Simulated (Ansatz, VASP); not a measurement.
Two plane-wave programs on B

```
CELL_PARAMETERS angstrom
0.00000 1.42117 1.42117
1.42117 0.00000 1.42117
1.42117 1.42117 0.00000
ATOMIC_POSITIONS crystal
B 0.00000 0.00000 0.00000
```

Alike in both runs: task relaxation of cell and atoms; functional PBE; dispersion D3(BJ); k mesh 24 × 24 × 24; occupations gaussian, width 0.1 eV; no spin polarisation.

```csv
,VASP,Ansatz
version,VASP 6.6.1,Ansatz 0.2.0
potentials or method,"VASP PAW PBE potentials, release 64 (B)","scalar-relativistic, plane waves, PAW"
plane-wave cutoff (eV),600,420
valence electrons in the cell,3,3
```

|  | VASP | Ansatz | Ansatz less VASP |
| --- | --- | --- | --- |
| gap on the k mesh at the Fermi level, each at its own relaxed structure (eV) | none | none | - |
| relaxed volume (Å³/atom) | 5.73 | 5.73 | +0.005 |
| relaxed cell length with the largest relative difference (Å) | 2.008 | 2.009 | +0.0006 |

A gap of «none» marks a metal or a gap that the smearing closes. Ansatz warned: «relaxed_geometry_near_dispersion_switch».

Caveats: pairwise dispersion overbinds metals, which lowers pressure and volume.
